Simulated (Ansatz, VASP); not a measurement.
**InAs: VASP beside Ansatz**

One calculation is typed for both programs; each brings its own data sets. How far apart do they land? The cell is taken from a series of runs on this material, whose earlier steps may have relaxed, scaled, displaced or heated it; both programs get it as it stands.

Main program and level: Ansatz 0.2.0; plane waves, with VASP 6.6.1 beside it; zone-centre phonons at LDA.

## 1. The starting structure

Symmetry: I-4m2, No. 119, tetragonal system. The conventional cell has a = 4.303 Å, b = 4.303 Å, c = 5.957 Å, α = 90.00°, β = 90.00°, γ = 90.00°. Nearest to As lie 4 In at 2.62 Å. Nearest to In lie 4 As at 2.62 Å. Farther neighbours are not listed.

Structure file:

```cif
data_structure
_symmetry_space_group_name_H-M 'I-4m2'
_symmetry_Int_Tables_number 119
_cell_length_a 4.3033
_cell_length_b 4.3033
_cell_length_c 5.9570
_cell_angle_alpha 90.000
_cell_angle_beta 90.000
_cell_angle_gamma 90.000
_cell_volume 110.32
loop_
_atom_site_label
_atom_site_type_symbol
_atom_site_symmetry_multiplicity
_atom_site_Wyckoff_symbol
_atom_site_fract_x
_atom_site_fract_y
_atom_site_fract_z
_atom_site_occupancy
As1 As 2 b 0.00000 0.00000 0.50000 1
In1 In 2 d 0.50000 0.00000 0.25000 1
```

## 2. Ansatz: zone-centre phonons, LDA

Ansatz runs on its PAW soft_1 files.

Second derivatives magnify differences that forces hide, and they need a tight electronic threshold.

input.yaml reads:

```yaml
crystal:
  lattice:
    - [0.0, 3.0429171257, 2.9785130961]
    - [3.0429171257, 0.0, 2.9785130961]
    - [3.0429171257, 3.0429171257, 0.0]
  atoms:
    - { symbol: As, position: [0.7499900145, 0.7499900145, 0.7499780835] }
    - { symbol: In, position: [9.9855e-06, 9.9855e-06, 2.19165e-05] }
kpoints:
  mp_grid: { grid: [12, 12, 12], shift: [0.5, 0.5, 0.5] }
hamiltonian:
  xc: lda
  pseudopotentials: { kind: paw, azcp: { folder: soft_1 }, xc_functional: pbe }
scf:
  occupations: { method: gaussian, width: 0.015 }
output:
  eigenvalues: true
phonons:
  method: dfpt
```

The run is started by

```
$ ansatz run input.yaml --threads 4 --pin off --max-ram 10240MiB --backend cpu --events-out ev --progress --plain --runs-dir out
```

Numbers of over 12 decimals in the logs are rounded to 6 here.

The program printed:

```text
Engine: ansatz 0.2.0, aarch64-unknown-linux-gnu
Pseudopotentials: kind: paw
Pseudopotential: As, paw, valence charge 15, recommended cutoff 420 eV (normal), soft_1/As.paw.azcp
Pseudopotential: In, paw, valence charge 13, recommended cutoff 420 eV (normal), soft_1/In.paw.azcp
Functional definition: SPW92
  exchange = slater_x
  correlation = pw_c
Crystal: 2 atoms, lattice volume = 55.158 Å³
Basis set: ecut = 420 eV, 1065 PW (Γ), exchange–correlation on 60×60×60 points (8 copies of the dense FFT grid, shifted against one another)
Bands: 18, of which v1, the nominal top of the filled ones, is band 14 counted from 1 (13 counted from 0)
Symmetry: 2 space group operations
k-points: 864 of 1728 (irreducible under 1 space group operation, time reversal used)
Non-local potential: As, projectors of the file, l = 0: 2, l = 1: 2, l = 2: 3, l = 3: 1
Non-local potential: In, projectors of the file, l = 0: 2, l = 1: 2, l = 2: 2, l = 3: 1
PAW form: soft (Blöchl's): semilocal exchange-correlation on the pseudo side does not see the compensation charge
PAW frozen core: As, regenerated for the run's functional, and the local potential with it (the file was generated under x = pbe(κ = 0.804, μ = 0.219515), c = pbe(β = 0.066725))
PAW frozen core: In, regenerated for the run's functional, and the local potential with it (the file was generated under x = pbe(κ = 0.804, μ = 0.219515), c = pbe(β = 0.066725))
PAW one-centre angular grid: As, 590 points (default); XC on 64 Gauss nodes
PAW one-centre angular grid: In, 590 points (default); XC on 64 Gauss nodes
Initial density: superposition of atomic densities (chi_scale 0.1, normalization cell, long waves kept (reshape's long-wave potential 0.00 eV rms))
Initial wavefunctions: pseudopotential atomic-orbital guess
Functional: x = slater, c = lda
SCF iter   1: F=—  HF=-10231.425409 eV  |F-HF|=—  |Δ(HF+E_count)|=         —  Δρ=2.77e-2  dr2=3.76e-1  ethr=3.10e-3  ⟨swp⟩=6.0  Hψ=78301  notcnv=0
preconditioner: auto → none  [insulator: Δε(μ)=0.376 eV  Ē_g=14.670 eV  σ=0.015 eV  W_gap=1.00  n_scr=14 (ndim 8)  ℏωp=21.2 eV  f_vac=0.007  D(μ)=0.00/eV (n_scr^D=0)  ε∞_Penn≈3.1]
SCF iter   2: F=—  HF=-10231.318203 eV  |F-HF|=—  |Δ(HF+E_count)|=   1.07e-1  Δρ=1.24e-2  dr2=6.30e-2  ethr=1.34e-3  ⟨swp⟩=2.0  Hψ=25920  notcnv=0
SCF iter   3: F=—  HF=-10231.303428 eV  |F-HF|=—  |Δ(HF+E_count)|=   1.48e-2  Δρ=2.51e-3  dr2=7.86e-3  ethr=2.25e-4  ⟨swp⟩=3.0  Hψ=28742  notcnv=0
SCF iter   4: F=—  HF=-10231.300116 eV  |F-HF|=—  |Δ(HF+E_count)|=   3.31e-3  Δρ=6.61e-4  dr2=1.14e-4  ethr=2.81e-5  ⟨swp⟩=3.0  Hψ=34172  notcnv=0
SCF iter   5: F=—  HF=-10231.300141 eV  |F-HF|=—  |Δ(HF+E_count)|=   2.45e-5  Δρ=1.74e-4  dr2=5.62e-6  ethr=4.07e-7  ⟨swp⟩=3.0  Hψ=29763  notcnv=0
SCF iter   6: F=—  HF=-10231.300147 eV  |F-HF|=—  |Δ(HF+E_count)|=   6.40e-6  Δρ=1.30e-5  dr2=4.12e-8  ethr=2.01e-8  ⟨swp⟩=2.0  Hψ=27314  notcnv=0
SCF iter   7: F=—  HF=-10231.300146 eV  |F-HF|=—  |Δ(HF+E_count)|=   5.85e-7  Δρ=5.83e-6  dr2=1.68e-8  ethr=1.47e-10  ⟨swp⟩=2.0  Hψ=27648  notcnv=0
SCF iter   8: F=—  HF=-10231.300146 eV  |F-HF|=—  |Δ(HF+E_count)|=   1.20e-8  Δρ=5.86e-7  dr2=7.88e-11  ethr=5.99e-11  ⟨swp⟩=2.0  Hψ=27648  notcnv=0
SCF iter   9: F=-10231.300146 eV  HF=-10231.300146 eV  |F-HF|=0.00e0  |Δ(HF+E_count)|=  5.46e-12  Δρ=8.51e-8  dr2=1.92e-12  ethr=1.00e-12  ⟨swp⟩=5.8  Hψ=64010  notcnv=0
SCF 1 converged in 9 iterations: F = -10231.300146 eV  dr2 = 1.92e-12
  greatest PAW one-centre occupation: 0.999 electrons in one spin orbital (limit 2), on the As atom at site 0 (counted from 0), in its partial waves of l = 2
DFPT response loops at Γ: preconditioner auto → none (the input reference at scf.mixing.eps_inf says where Resta's filter doesn't serve); β = 0.50; Broyden in place of MSR1
SCF converged after 9 iterations
Free energy (F): -10231.300146 eV
Harris-Foulkes:  -10231.300146 eV  (|F-HF|=0.00e0)
Internal energy: -10231.300146 eV  (E = F + TS)
E sigma→0 (E₀):  -10231.300146 eV
Fermi energy:    7.552799 eV
--- Per-component energies (eV) ---
  E_band       = -326.542416
  E_kinetic    = 318.331322
  E_local      = -3482.849528  (includes V_loc(G=0)·N_el)
  E_nonlocal   = -59.475822
  E_hartree    = 1729.652960
  E_xc         = -212.271776
  E_vxc        = -164.597639  (∫ρ·V_xc dr)
  E_paw        = -6001.830292  (= ΣΔE_a)
  E_vpaw       = -397.256737  (= ΣTr[D̂ρ^β])
  E_aug_tail   = 0.000082  (compensation charges beyond the density's cutoff)
  E_ewald      = -2525.216856
  E_core_change = 2.359764  (= ΣΔE_core)
  E_smearing   = -0.000000  (= −TS)
  E_closure    = 0.000000  (closes the sum)
  Σ components = -10231.300146   (vs F -10231.300146, Δ=0.00e0)
--- Band table (eV; the first three rows and the last of 864) ---
  k-point 0: bands = [... 10 lower, -4.5442, 6.5747, 7.3288, 7.3941, 7.7115, 11.2049, 11.2680, 11.2778]
  k-point 1: bands = [... 10 lower, -4.4482, 5.7098, 7.1538, 7.2755, 8.3016, 11.2108, 11.3633, 11.5773]
  k-point 2: bands = [... 10 lower, -4.2170, 4.5519, 6.8458, 7.0643, 8.6380, 11.5599, 11.6326, 11.9996]
  k-point 863: bands = [... 10 lower, -3.0739, 1.5541, 6.1799, 6.4063, 8.3491, 11.8891, 12.1270, 14.1616]
--- Phonons (Γ-DFPT): 4 representative perturbations + reference, on 864 of 1728 k-points (Σ response iterations 12) ---
  k mesh reduced under 1 symmetry operation, with k and −k counted as one. Each operation leaves every solved perturbation unchanged. A smaller set is not used because it would not reduce the number of displacements times k-points to solve
  ASR residual: 1.173e-4 → 0.000e0 eV/Å²; symmetrization residual: 2.004e-5 eV/Å²
  ASR residual per site (eV/Å²): 2.73e-5 1.17e-4
  Γ frequencies (cm⁻¹): 0.00 0.00 0.00 211.55 213.20 213.36
  non-analytic LO–TO correction: not included (Born effective charges unavailable; polar crystals: no LO–TO splitting at Γ)
```

The column dr2 measures how far the density is from self-consistency, as an energy; F and HF (Harris–Foulkes) agree once it is small.

(Part 1 of 3 ends here.)

[Lines on the potential files, build, host, timing and source positions are cut from VASP's logs without a mark.]

[Logs are printed without paths, hosts, clocks, repeated set-up lines and the standing remarks that a program may print on its own settings, such as how far it seeks lower states.]

[Hosts, paths, dates, database ids (printed as entryN), source tags and the programs' standing remarks are cut or masked in the printed files.]
